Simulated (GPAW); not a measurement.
Runs of GPAW 26.7.0 on GaN. It takes space group F-43m (No. 216, cubic). The conventional cell has a = 4.507 Å, b = 4.507 Å, c = 4.507 Å, α = 90.00°, β = 90.00°, γ = 90.00°. Ga (site symmetry -43m) has 4 N at 1.95 Å as nearest neighbours. N (site symmetry -43m) is surrounded by 4 Ga at 1.95 Å. The cell is a database's computed one.

```tsv
task	cell	optimizer	fmax	max steps	target pressure	convergence	gap on the mesh (eV)	pressure (GPa)
relaxation of cell and atoms	relaxed to 2 GPa	BFGS	0.02 eV/Å	60	2 GPa	density=1e-05 forces=0.0001	1.65	2.1
single point	atoms moved at random, drawn with an rms of 0.05 Å	-	-	-	-	-	1.70	6.9
relaxation of cell and atoms	relaxed to 10 GPa	BFGS	0.02 eV/Å	60	10 GPa	density=1e-05 forces=0.0001	1.89	10.0
relaxation of cell and atoms	relaxed	BFGS	0.02 eV/Å	60	-	density=1e-05 forces=0.0001	1.59	0.2
relaxation of cell and atoms	relaxed to 20 GPa	BFGS	0.02 eV/Å	60	20 GPa	density=1e-05 forces=0.0001	2.13	20.0
relaxation of cell and atoms	relaxed to 5 GPa	BFGS	0.02 eV/Å	60	5 GPa	density=1e-05 forces=0.0001	(a)	5.0
single point	as given	-	-	-	-	-	1.79	6.7
relaxation of cell and atoms	relaxed to 30 GPa	BFGS	0.02 eV/Å	60	30 GPa	density=1e-05 forces=0.0001	(b)	29.9
```

Alike in all rows: level PBEsol; potentials or basis PAW data sets generated in the run's folder for this functional, pw; no spin polarisation; k mesh 10 × 10 × 10; cutoff (eV) 800; smearing fermi-dirac 0.05 eV.

**Question.** Estimate the missing entries.

**Answer.** (a) 1.74; (b) 2.35.

Caveats: later steps reuse the first step's grids (some runs).

A k mesh can miss the band edges, and the runs leave out spin-orbit coupling on Ga.
